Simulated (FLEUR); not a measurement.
Crystal: TePb.

```
CELL_PARAMETERS angstrom
4.00229 0.00000 0.00000
0.00000 4.00229 0.00000
0.00000 0.00000 4.00229
ATOMIC_POSITIONS crystal
Pb 0.00000 0.00000 0.00000
Te 0.50000 0.50000 0.50000
```

Measurements of this composition are mostly on another form, of space group No. 225.

* Program: FLEUR MaX-R8.1 (later development tree)
* Task: single point
* Functional: PBE
* Potentials or basis: all-electron
* Basis: FLAPW
* Kmax: 4.1 1/bohr
* k mesh: 7 × 7 × 7
* Occupations: fermi-dirac, width 0.05 eV
* Spin: no spin polarisation
* Gmax: 12.7 1/bohr
* Muffin-tin radii: Pb 2.66, Te 2.66 bohr
* lmax: Pb 11, Te 11
* Local orbitals a species: Pb 5, Te 6
* Max iterations: 60
* Mixing factor: 0.05
* Mixer: Anderson
* Mixer history: 15
* Density convergence: 1e-05 me/bohr^3

On this cell: largest force zero by symmetry; band gap on the k mesh none (metal or under the smearing width).

The same run follows on a disturbed copy (atoms moved at random, drawn with an rms of 0.05 Å):

```
Pb Te
1.0
     4.00229    0.00000    0.00000
     0.00000    4.00229    0.00000
     0.00000    0.00000    4.00229
Pb Te
1 1
Direct
  0.99039 0.00759 0.98972
  0.48334 0.49709 0.49934
```

Q: What changes?

A: The energy (extrapolated to zero smearing) moves by -0.6 meV/atom; largest force 0.037 eV/Å; band gap on the k mesh none (metal or under the smearing width).

Forces on the atoms (eV/Å):
```
Pb   0.016  0.024 -0.022
Te  -0.016 -0.024  0.022
```
